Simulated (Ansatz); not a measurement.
WS2: input, output and frames of a trajectory

Theory: DFT PBEsol, scalar-relativistic, plane waves, PAW (Ansatz 0.2.0). Settings: plane waves to 420 eV, k-mesh 2×2×2 (shifted by 0.5, 0.5, 0.5 steps), Fermi–Dirac smearing 0.22 eV. The mesh is coarse. Spin–orbit coupling is left out, which can shift energies with elements as heavy as these. No spin polarisation.

18 atoms, starting at 1.10 times the perfect crystal's volume (space group R3m, the cell as given, not relaxed at this level); Langevin thermostat at 2600 K (friction 0.005 fs⁻¹), fixed cell; 42 steps of 1.5 fs. The run is short and not equilibrated.

Self-consistency was reached.

Time: 2.7 min on 4 threads of Arm Neoverse V1, on a shared host, peak memory 0.99 GiB.

Command:
```bash
ansatz run input.yaml --threads 4 --pin off --max-ram 5120MiB --backend cpu --events-out ev --progress --plain --runs-dir out
```

Input:
```yaml
crystal:
  lattice:
    - [6.5198827959, 0.0, 0.0]
    - [-1.629970699, 0.9410640218, 6.362283004]
    - [-1.629970699, -8.4695761965, 0.0]
  atoms:
    - { symbol: W, position: [0.1666666667, 0.0, 0.6666666667] }
    - { symbol: W, position: [0.6666666667, 0.0, 0.6666666667] }
    - { symbol: W, position: [0.3333333333, 0.0, 0.3333333333] }
    - { symbol: W, position: [0.0, 0.0, 0.0] }
    - { symbol: W, position: [0.8333333333, 0.0, 0.3333333333] }
    - { symbol: W, position: [0.5, 0.0, 0.0] }
    - { symbol: S, position: [0.7919166667, 0.2509, 0.9167666667] }
    - { symbol: S, position: [0.2919166667, 0.2509, 0.9167666667] }
    - { symbol: S, position: [0.9585833333, 0.2509, 0.5834333333] }
    - { symbol: S, position: [0.62525, 0.2509, 0.2501] }
    - { symbol: S, position: [0.4585833333, 0.2509, 0.5834333333] }
    - { symbol: S, position: [0.12525, 0.2509, 0.2501] }
    - { symbol: S, position: [0.6508333333, 0.743, 0.8603333333] }
    - { symbol: S, position: [0.1508333333, 0.743, 0.8603333333] }
    - { symbol: S, position: [0.8175, 0.743, 0.527] }
    - { symbol: S, position: [0.4841666667, 0.743, 0.1936666667] }
    - { symbol: S, position: [0.3175, 0.743, 0.527] }
    - { symbol: S, position: [0.9841666667, 0.743, 0.1936666667] }
basis:
  ecutwfc: 420
kpoints:
  mp_grid: { grid: [2, 2, 2], shift: [0.5, 0.5, 0.5] }
hamiltonian:
  xc: pbesol
scf:
  occupations: { method: fermi_dirac, width: 0.2241 }
  lower_state_search: "off"
  convergence: { dr2_threshold: 1.0e-07 }
output:
  forces: true
  stress: true
md:
  timestep: 1.5
  n_steps: 42
  ensemble: nvt_langevin
  temperature: 2600.0
  initial_velocities: maxwell_boltzmann
  seed: 86549
  friction: 0.005
```

Output (its end):
```
...
SCF converged after 7 iterations
Free energy (F): -72169.557362 eV
Harris-Foulkes:  -72169.557362 eV  (|F-HF|=4.72e-8)
Internal energy: -72169.124784 eV  (E = F + TS)
E sigma→0 (E₀):  -72169.341073 eV
Entropy (-TS):   -0.432579 eV (-24.032 meV/atom)
Fermi energy:    10.143980 eV
--- Per-component energies (eV) ---
  E_band       = -1346.533319
  E_kinetic    = 3965.829750
  E_local      = -11319.079845  (includes V_loc(G=0)·N_el)
  E_nonlocal   = 362.928496
  E_hartree    = 4468.393882
  E_xc         = -2736.981070
  E_vxc        = -2470.128986  (∫ρ·V_xc dr)
  E_paw        = -57625.467904  (= ΣΔE_a)
  E_vpaw       = -822.859989  (= ΣTr[D̂ρ^β])
  E_aug_tail   = -0.000358  (compensation charges beyond the density's cutoff)
  E_ewald      = -9286.821880
  E_core_change = 2.074145  (= ΣΔE_core)
  E_smearing   = -0.432579  (= −TS)
  E_closure    = 0.000000  (closes the sum)
  Σ components = -72169.557362   (vs F -72169.557362, Δ=0.00e0)
--- Forces (eV/Å), atoms counted from 1 ---
  atom   1  W     -2.64163172    -0.83568232    -1.70289458
  atom   2  W      1.63378554     0.28706942    -0.53072853
  atom   3  W      1.75549237     1.70376046     0.73927183
  atom   4  W     -1.40381976     2.01349845     0.68155552
  atom   5  W     -0.01453268    -2.43311185    -0.81704367
  atom   6  W     -0.30589298     0.77310163     0.27051337
  atom   7  S      0.21569704     1.71464177    -1.53759864
  atom   8  S     -0.61810221     0.34710716    -0.12842709
  atom   9  S      1.62679292    -0.34526704    -0.00537445
  atom  10  S     -0.28947649    -0.83188363    -0.67538769
  atom  11  S     -0.14326097    -0.14405001     0.49519871
  atom  12  S      0.71574956    -0.34188034    -2.11448705
  atom  13  S     -0.01772425     0.22813629     1.19184209
  atom  14  S     -0.30473023    -1.41259841     0.47677429
  atom  15  S     -0.00648606     2.08202469     1.10239027
  atom  16  S      1.36338944     1.48681248     1.37356502
  atom  17  S     -0.73615106    -2.34953851     1.62878779
  atom  18  S     -0.82912207    -1.94216305    -0.44791782
  max |Σ_I F_I| component: 3.94e-5 eV/Å
--- Stress (GPa, compression-positive) ---
       -9.366194      -0.086935       1.352615
       -0.086935      -7.570750       1.555984
        1.352615       1.555984      -7.053768
  P = ⅓ Tr σ = -7.9969 GPa (-79.969 kbar)
--- MD trajectory: 42 steps, t = 0.0 → 63.0 fs ---
  final state: T = 1819.5 K   F+E_penalty+E_count = -72169.55736240 eV   E_kin = 4.233501 eV
```

Frames along the run (Å, eV/Å; dE is the potential energy from the first frame):

```xyz
18
Lattice="6.520 0.000 0.000 -1.630 0.941 6.362 -1.630 -8.470 0.000" Properties=species:S:1:pos:R:3:forces:R:3 pbc="T T T" time_fs=0.00 dE_eV=0.0000 T_K=2456
W     0.000   -5.646    0.000    0.009   -0.021   -0.469
W     3.260   -5.646    0.000    0.009   -0.021   -0.469
W     1.630   -2.823    0.000    0.009   -0.021   -0.469
W     0.000    0.000    0.000    0.009   -0.021   -0.469
W     4.890   -2.823    0.000    0.009   -0.021   -0.469
W     3.260    0.000    0.000    0.009   -0.021   -0.469
S     3.260   -7.529    1.596   -0.014    0.020   -1.285
S     0.000   -7.529    1.596   -0.014    0.020   -1.285
S     4.890   -4.705    1.596   -0.014    0.020   -1.285
S     3.260   -1.882    1.596   -0.014    0.020   -1.285
S     1.630   -4.705    1.596   -0.014    0.020   -1.285
S     0.000   -1.882    1.596   -0.014    0.020   -1.285
S     1.630   -6.587    4.727    0.005    0.001    1.754
S    -1.630   -6.587    4.727    0.006    0.001    1.754
S     3.260   -3.764    4.727    0.006    0.001    1.754
S     1.630   -0.941    4.727    0.006    0.001    1.754
S     0.000   -3.764    4.727    0.006    0.001    1.754
S     4.890   -0.941    4.727    0.006    0.001    1.754
18
Lattice="6.520 0.000 0.000 -1.630 0.941 6.362 -1.630 -8.470 0.000" Properties=species:S:1:pos:R:3:forces:R:3 pbc="T T T" time_fs=6.00 dE_eV=0.2293 T_K=2526
W     0.019   -5.620    0.001   -0.279   -1.179   -0.308
W     3.224   -5.679   -0.009    0.499    0.753   -0.235
W     1.584   -2.815    0.008    0.765   -0.743   -0.927
W     0.015    0.006   -0.011    0.202   -0.368   -0.234
W     4.903   -2.777    0.017   -0.101   -1.157   -1.691
W     3.274   -0.005   -0.005   -0.091    0.018   -0.350
S     3.222   -7.514    1.544    0.460   -0.319   -0.489
S    -0.011   -7.578    1.621    0.169    0.507   -1.550
S     4.932   -4.687    1.516   -0.670   -0.074   -0.548
S     3.216   -1.930    1.536    0.359    0.549   -0.349
S     1.611   -4.716    1.668    0.093    0.100   -1.846
S     0.011   -1.929    1.566   -0.303    0.832   -0.501
S     1.707   -6.582    4.743   -0.610   -0.215    1.288
S    -1.554   -6.588    4.743   -0.462    0.118    1.580
S     3.214   -3.875    4.654    0.321    0.848    2.401
S     1.664   -0.926    4.768   -0.353   -0.178    1.200
S    -0.030   -3.788    4.796    0.208    0.366    0.884
S     4.912   -0.940    4.712   -0.209    0.142    1.674
18
Lattice="6.520 0.000 0.000 -1.630 0.941 6.362 -1.630 -8.470 0.000" Properties=species:S:1:pos:R:3:forces:R:3 pbc="T T T" time_fs=12.00 dE_eV=1.1606 T_K=2221
W     0.032   -5.591    0.000   -0.612   -2.483    0.008
W     3.192   -5.704   -0.016    1.034    1.549   -0.031
W     1.544   -2.803    0.010    1.347   -1.493   -1.333
W     0.030    0.014   -0.014    0.534   -0.984   -0.072
W     4.918   -2.733    0.029   -0.385   -2.056   -2.302
W     3.288   -0.014   -0.022   -0.438    0.107    0.197
S     3.190   -7.516    1.460    0.943   -0.532    0.974
S    -0.030   -7.633    1.630    0.485    0.983   -1.487
S     4.960   -4.683    1.440   -1.332    0.081    0.254
S     3.167   -1.974    1.488    0.874    1.111    0.631
S     1.592   -4.713    1.713    0.149    0.081   -2.035
S     0.010   -1.963    1.527   -0.456    1.618    0.683
S     1.791   -6.573    4.787   -1.372   -0.447    0.161
S    -1.491   -6.588    4.769   -0.898    0.304    1.127
S     3.169   -3.997    4.599    0.563    1.445    2.447
S     1.682   -0.905    4.842   -0.576   -0.557   -0.079
S    -0.056   -3.802    4.872    0.560    0.829   -0.449
S     4.929   -0.954    4.711   -0.421    0.446    1.305
18
Lattice="6.520 0.000 0.000 -1.630 0.941 6.362 -1.630 -8.470 0.000" Properties=species:S:1:pos:R:3:forces:R:3 pbc="T T T" time_fs=16.50 dE_eV=2.2793 T_K=1944
W     0.042   -5.571    0.002   -0.887   -3.349    0.225
W     3.172   -5.721   -0.017    1.304    2.276   -0.059
W     1.517   -2.796    0.008    1.883   -1.965   -1.552
W     0.044    0.021   -0.009    0.743   -1.547   -0.047
W     4.926   -2.701    0.030   -0.645   -2.616   -2.321
W     3.295   -0.023   -0.043   -0.537    0.399    1.150
S     3.182   -7.516    1.394    1.111   -0.814    2.202
S    -0.046   -7.676    1.627    0.844    1.346   -1.172
S     4.968   -4.686    1.388   -1.776    0.371    0.826
S     3.137   -2.001    1.470    1.215    1.433    1.084
S     1.576   -4.704    1.728    0.210    0.032   -1.971
S     0.015   -1.978    1.494   -0.644    2.125    1.697
S     1.856   -6.564    4.822   -1.951   -0.594   -0.868
S    -1.454   -6.580    4.805   -1.234    0.458    0.499
S     3.140   -4.080    4.578    0.707    1.759    2.241
S     1.686   -0.882    4.899   -0.702   -1.131   -1.341
S    -0.074   -3.806    4.916    0.906    1.139   -1.428
S     4.934   -0.962    4.722   -0.545    0.680    0.835
18
Lattice="6.520 0.000 0.000 -1.630 0.941 6.362 -1.630 -8.470 0.000" Properties=species:S:1:pos:R:3:forces:R:3 pbc="T T T" time_fs=22.50 dE_eV=3.8901 T_K=1262
W     0.066   -5.548    0.010   -1.320   -4.188    0.380
W     3.144   -5.736   -0.012    1.637    2.817   -0.224
W     1.487   -2.796    0.004    2.608   -2.262   -1.314
W     0.069    0.024    0.000    0.756   -2.172   -0.297
W     4.932   -2.661    0.028   -0.747   -3.260   -1.991
W     3.299   -0.034   -0.070   -0.575    1.064    2.265
S     3.185   -7.539    1.332    1.117   -0.889    3.278
S    -0.056   -7.740    1.615    1.363    1.870   -0.535
S     4.966   -4.699    1.333   -2.139    0.824    1.297
S     3.112   -2.017    1.454    1.398    1.580    1.468
S     1.566   -4.687    1.739    0.252   -0.057   -1.771
S     0.014   -1.978    1.466   -0.748    2.436    2.658
S     1.934   -6.552    4.850   -2.545   -0.640   -1.835
S    -1.427   -6.561    4.831   -1.413    0.575   -0.016
S     3.121   -4.175    4.555    0.715    2.006    2.025
S     1.681   -0.865    4.966   -0.855   -1.960   -3.020
S    -0.089   -3.795    4.951    1.346    1.274   -2.413
S     4.951   -0.970    4.747   -0.850    0.981    0.045
18
Lattice="6.520 0.000 0.000 -1.630 0.941 6.362 -1.630 -8.470 0.000" Properties=species:S:1:pos:R:3:forces:R:3 pbc="T T T" time_fs=28.50 dE_eV=4.7014 T_K=843
W     0.094   -5.532    0.015   -1.856   -4.450    0.427
W     3.120   -5.740   -0.007    1.904    2.530   -0.420
W     1.463   -2.807   -0.005    2.984   -1.746   -0.482
W     0.095    0.023    0.013    0.361   -2.749   -1.230
W     4.929   -2.630    0.018   -0.403   -3.449   -1.331
W     3.300   -0.038   -0.084   -0.505    1.062    2.330
S     3.213   -7.584    1.289    0.792   -0.365    3.785
S    -0.063   -7.789    1.582    2.056    2.425    0.512
S     4.948   -4.693    1.296   -2.013    0.924    1.389
S     3.099   -2.001    1.434    1.337    1.402    1.567
S     1.564   -4.686    1.735    0.315   -0.035   -1.465
S     0.013   -1.958    1.480   -0.798    2.089    2.447
S     1.993   -6.556    4.843   -2.842   -0.361   -1.951
S    -1.424   -6.546    4.849   -1.306    0.663   -0.338
S     3.126   -4.246    4.550    0.572    2.163    1.819
S     1.682   -0.869    4.977   -1.087   -2.055   -3.573
S    -0.094   -3.755    4.964    1.537    0.829   -3.002
S     4.959   -0.966    4.765   -1.048    1.123   -0.484
18
Lattice="6.520 0.000 0.000 -1.630 0.941 6.362 -1.630 -8.470 0.000" Properties=species:S:1:pos:R:3:forces:R:3 pbc="T T T" time_fs=34.50 dE_eV=4.4789 T_K=1045
W     0.116   -5.526    0.023   -1.962   -3.826   -0.043
W     3.106   -5.738   -0.006    1.967    1.740   -0.489
W     1.443   -2.823   -0.021    2.744   -0.572    1.220
W     0.114    0.021    0.021    0.027   -3.006   -1.637
W     4.926   -2.609    0.006   -0.069   -3.370   -0.543
W     3.306   -0.038   -0.098   -0.372    0.491    1.833
S     3.248   -7.637    1.292    0.243    0.505    3.378
S    -0.035   -7.805    1.551    2.299    2.728    1.095
S     4.914   -4.681    1.284   -1.445    0.781    1.103
S     3.087   -1.977    1.433    1.204    1.103    1.128
S     1.567   -4.685    1.726    0.361   -0.014   -1.276
S    -0.015   -1.925    1.550   -0.379    1.322    0.976
S     2.021   -6.573    4.820   -2.939   -0.075   -1.545
S    -1.444   -6.522    4.866   -0.896    0.532   -0.537
S     3.130   -4.291    4.539    0.491    2.275    1.813
S     1.664   -0.911    4.956   -1.103   -1.301   -3.110
S    -0.076   -3.691    4.938    1.031   -0.363   -2.649
S     4.963   -0.939    4.779   -1.202    1.049   -0.718
18
Lattice="6.520 0.000 0.000 -1.630 0.941 6.362 -1.630 -8.470 0.000" Properties=species:S:1:pos:R:3:forces:R:3 pbc="T T T" time_fs=40.50 dE_eV=3.9216 T_K=1232
W     0.137   -5.526    0.028   -2.029   -2.938   -0.314
W     3.098   -5.737   -0.009    1.937    0.976   -0.517
W     1.428   -2.836   -0.035    2.441    0.720    2.780
W     0.132    0.016    0.026   -0.026   -2.647   -1.329
W     4.922   -2.595   -0.006    0.054   -3.303   -0.094
W     3.313   -0.042   -0.113   -0.203    0.071    1.423
S     3.278   -7.691    1.323   -0.222    1.254    2.529
S     0.029   -7.780    1.549    1.696    2.500    0.670
S     4.872   -4.671    1.293   -0.716    0.571    0.688
S     3.093   -1.949    1.448    0.878    0.762    0.453
S     1.589   -4.673    1.708    0.268   -0.060   -1.116
S    -0.064   -1.903    1.634    0.139    0.826   -0.456
S     2.005   -6.601    4.790   -2.675   -0.001   -0.745
S    -1.467   -6.487    4.881   -0.506    0.187   -0.659
S     3.142   -4.309    4.549    0.437    2.405    1.797
S     1.624   -0.971    4.923   -0.769   -0.417   -2.301
S    -0.051   -3.615    4.897    0.529   -1.748   -2.197
S     4.961   -0.904    4.781   -1.234    0.842   -0.613
18
Lattice="6.520 0.000 0.000 -1.630 0.941 6.362 -1.630 -8.470 0.000" Properties=species:S:1:pos:R:3:forces:R:3 pbc="T T T" time_fs=46.50 dE_eV=3.4141 T_K=1583
W     0.157   -5.531    0.031   -2.127   -2.068   -0.752
W     3.090   -5.740   -0.016    1.936    0.447   -0.745
W     1.421   -2.851   -0.043    2.218    1.768    3.234
W     0.145    0.000    0.024   -0.035   -1.735   -0.956
W     4.911   -2.589   -0.018   -0.031   -3.087   -0.088
W     3.318   -0.051   -0.131   -0.018   -0.254    0.980
S     3.289   -7.743    1.359   -0.289    1.741    1.645
S     0.105   -7.735    1.538    0.798    2.112    0.160
S     4.818   -4.663    1.295    0.057    0.369    0.481
S     3.119   -1.909    1.479    0.439    0.319   -0.374
S     1.621   -4.667    1.664    0.137   -0.028   -0.653
S    -0.100   -1.876    1.693    0.397    0.395   -1.376
S     1.965   -6.629    4.756   -2.211   -0.027    0.067
S    -1.465   -6.447    4.881   -0.468   -0.275   -0.699
S     3.160   -4.290    4.574    0.406    2.433    1.794
S     1.572   -1.027    4.855   -0.160    0.308   -1.035
S    -0.009   -3.548    4.834   -0.045   -2.772   -1.458
S     4.943   -0.866    4.771   -1.005    0.354   -0.225
18
Lattice="6.520 0.000 0.000 -1.630 0.941 6.362 -1.630 -8.470 0.000" Properties=species:S:1:pos:R:3:forces:R:3 pbc="T T T" time_fs=51.00 dE_eV=3.1449 T_K=1785
W     0.170   -5.538    0.031   -2.294   -1.544   -0.991
W     3.086   -5.744   -0.028    1.850    0.147   -0.973
W     1.420   -2.856   -0.046    2.138    2.054    2.889
W     0.159   -0.018    0.021   -0.281   -0.804   -0.707
W     4.901   -2.588   -0.029   -0.124   -2.990   -0.254
W     3.323   -0.058   -0.141    0.027   -0.293    0.563
S     3.288   -7.778    1.398   -0.099    1.950    0.833
S     0.160   -7.688    1.526    0.194    1.756   -0.117
S     4.765   -4.662    1.299    0.707    0.298    0.411
S     3.150   -1.872    1.492    0.092   -0.032   -0.741
S     1.647   -4.660    1.622    0.023    0.003   -0.211
S    -0.114   -1.857    1.721    0.510    0.116   -1.801
S     1.914   -6.652    4.734   -1.680   -0.036    0.638
S    -1.453   -6.413    4.863   -0.528   -0.720   -0.541
S     3.185   -4.251    4.611    0.317    2.384    1.723
S     1.532   -1.064    4.789    0.323    0.790   -0.040
S     0.015   -3.510    4.771   -0.339   -3.041   -0.633
S     4.929   -0.838    4.768   -0.837   -0.038   -0.050
18
Lattice="6.520 0.000 0.000 -1.630 0.941 6.362 -1.630 -8.470 0.000" Properties=species:S:1:pos:R:3:forces:R:3 pbc="T T T" time_fs=57.00 dE_eV=3.0605 T_K=1826
W     0.184   -5.538    0.034   -2.497   -1.167   -1.310
W     3.084   -5.752   -0.050    1.762    0.048   -0.955
W     1.427   -2.857   -0.045    2.024    1.949    2.022
W     0.183   -0.040    0.012   -0.795    0.605   -0.094
W     4.886   -2.590   -0.040   -0.174   -2.789   -0.615
W     3.328   -0.074   -0.158   -0.017    0.227    0.301
S     3.288   -7.805    1.464    0.095    1.928   -0.474
S     0.219   -7.607    1.502   -0.353    1.110   -0.319
S     4.702   -4.643    1.319    1.272    0.071    0.279
S     3.175   -1.828    1.489   -0.182   -0.459   -0.832
S     1.678   -4.648    1.580   -0.085   -0.004    0.217
S    -0.125   -1.841    1.731    0.657   -0.136   -2.061
S     1.840   -6.677    4.704   -0.923    0.001    1.198
S    -1.446   -6.373    4.819   -0.473   -1.176   -0.062
S     3.219   -4.183    4.679    0.169    2.265    1.480
S     1.473   -1.106    4.710    0.960    1.216    0.894
S     0.036   -3.488    4.691   -0.579   -2.889    0.506
S     4.932   -0.788    4.775   -0.859   -0.798   -0.173
18
Lattice="6.520 0.000 0.000 -1.630 0.941 6.362 -1.630 -8.470 0.000" Properties=species:S:1:pos:R:3:forces:R:3 pbc="T T T" time_fs=63.00 dE_eV=3.2618 T_K=1820
W     0.200   -5.533    0.038   -2.642   -0.836   -1.703
W     3.089   -5.760   -0.078    1.634    0.287   -0.531
W     1.438   -2.856   -0.032    1.755    1.704    0.739
W     0.213   -0.060    0.003   -1.404    2.013    0.682
W     4.865   -2.599   -0.051   -0.015   -2.433   -0.817
W     3.330   -0.087   -0.172   -0.306    0.773    0.271
S     3.293   -7.805    1.527    0.216    1.715   -1.538
S     0.262   -7.519    1.465   -0.618    0.347   -0.128
S     4.640   -4.600    1.357    1.627   -0.345   -0.005
S     3.183   -1.789    1.478   -0.289   -0.832   -0.675
S     1.707   -4.633    1.551   -0.143   -0.144    0.495
S    -0.124   -1.828    1.723    0.716   -0.342   -2.114
S     1.754   -6.708    4.704   -0.018    0.228    1.192
S    -1.457   -6.344    4.767   -0.305   -1.413    0.477
S     3.254   -4.104    4.754   -0.006    2.082    1.102
S     1.425   -1.142    4.660    1.363    1.487    1.374
S     0.057   -3.500    4.613   -0.736   -2.350    1.629
S     4.939   -0.723    4.780   -0.829   -1.942   -0.448
```